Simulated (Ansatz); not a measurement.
Set up this calculation in Ansatz 0.2.0, as the native input.

```yaml
Task: relaxation of cell and atoms
Functional: PBE
Potentials_or_basis: Ansatz PAW
Cutoff: "420 eV (not typed: the program's choice for these potentials)"
k_mesh: 12 × 12 × 4
Occupations: fermi-dirac, width 0.05 eV
Spin: collinear spin, ferromagnetic start
Starting_moments: "[2.0, 2.0, 2.0, 2.0] μB"
Target_pressure: 10 GPa
Target_pressure_GPa: 10
```

Crystal: Co.

```
CELL_PARAMETERS angstrom
2.47056 0.00000 0.00000
-1.23528 2.13957 0.00000
0.00000 0.00000 8.08823
ATOMIC_POSITIONS crystal
Co 0.66667 0.33333 0.75000
Co 0.00000 0.00000 0.50000
Co 0.33333 0.66667 0.25000
Co 0.00000 0.00000 0.00000
```

The input as run:

input.yaml

```yaml
crystal:
  lattice:
    - [2.4705617809, 0.0, 0.0]
    - [-1.2352808905, 2.1395692639, 0.0]
    - [0.0, 0.0, 8.0882338]
  atoms:
    - { symbol: Co, position: [0.6666666667, 0.3333333333, 0.75], spin: 2.0 }
    - { symbol: Co, position: [0.0, 0.0, 0.5], spin: 2.0 }
    - { symbol: Co, position: [0.3333333333, 0.6666666667, 0.25], spin: 2.0 }
    - { symbol: Co, position: [0.0, 0.0, 0.0], spin: 2.0 }
hamiltonian:
  xc: pbe
  pseudopotentials: { kind: paw }
magnetization:
  spin_polarized: true
kpoints:
  mp_grid: { grid: [12, 12, 4] }
scf:
  occupations: { method: fermi_dirac, width: 0.05 }
output:
  forces: true
  stress: true
  eigenvalues: true
relax:
  f_tol: 0.01
  max_steps: 40
  cell: { stress_tol: 0.05, p_target: 10.0 }
```

Potentials or basis: Ansatz PAW.

The run is started by

```sh
$ ansatz run input.yaml --threads 2 --pin off --max-ram 5632MiB --backend cpu --events-out ev --progress --plain --runs-dir out
```

Results of the run:

| Item | Value |
| --- | --- |
| Relaxed volume | 10.46 Å³/atom |
| Relaxed cell | a = 2.463 Å, b = 2.463 Å, c = 7.964 Å, α = 90.00°, β = 90.00°, γ = 120.00° |
| Space group after relaxing (to 0.05 Å) | P6_3/mmc (No. 194) |
| Energy change on relaxing (the enthalpy is what falls) | +9.5 meV/atom |
| Ionic steps | 5 |
| Pressure after relaxing | 10.0 GPa |
| Band gap on the k mesh | none (metal or under the smearing width) |
| Net moment | 6.52 μB per cell |
| Absolute moment | 7.10 μB per cell |
| Site moments | Co +1.71, +1.69 μB |

Caveat: the plane-wave basis is chosen anew once the cell has moved, so the energies of steps on either side of that aren't comparable.

Wall time 55 s on 2 threads of Arm Neoverse V1 (shared host), peak memory 0.44 GiB.
